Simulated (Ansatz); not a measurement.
**Ti: strain and displacement**

```xyz
1
Lattice="-1.6258 1.6258 1.6258 1.6258 -1.6258 1.6258 1.6258 1.6258 -1.6258" Properties=species:S:1:pos:R:3 pbc="T T T"
Ti    0.0000    0.0000    0.0000
```

The conventional cell has a = 3.252 Å, b = 3.252 Å, c = 3.252 Å, α = 90.00°, β = 90.00°, γ = 90.00°. Ti (atom 1) is surrounded by 8 Ti at 2.82 Å.

The cell is the one relaxed in the Materials Project (mp-73), not relaxed further here; entries there can be hypothetical.

The calculation used DFT, r2SCAN, all-electron PAW with datasets made for the crystal, scalar-relativistic in Ansatz 0.2.0.

Numerical set-up: a Γ-centred 18×18×18 k mesh, Fermi–Dirac smearing of 0.05 eV, cutoff 220 eV (chosen by the program for this cell), no spin polarisation.

The unchanged cell is at 0.09 GPa.

In a metal, stresses and small energies carry noise from the k mesh.

x, y and z are the Cartesian axes of the cell as listed; fractional coordinates follow a strain, and an engineering shear is twice the off-diagonal strain component.

With equal xy, yz and zx engineering shear strains of -2 %: energy change +3 meV/atom; stress change (xx, yy, zz, yz, xz, xy) 0.05, 0.05, 0.05, 0.78, 0.78, 0.78 GPa, compression positive.

With z strained by +1 % at fixed volume: energy change under 1 meV/atom; stress change (xx, yy, zz, yz, xz, xy) -0.11, -0.11, 0.26, 0.00, 0.00, 0.00 GPa, compression positive.
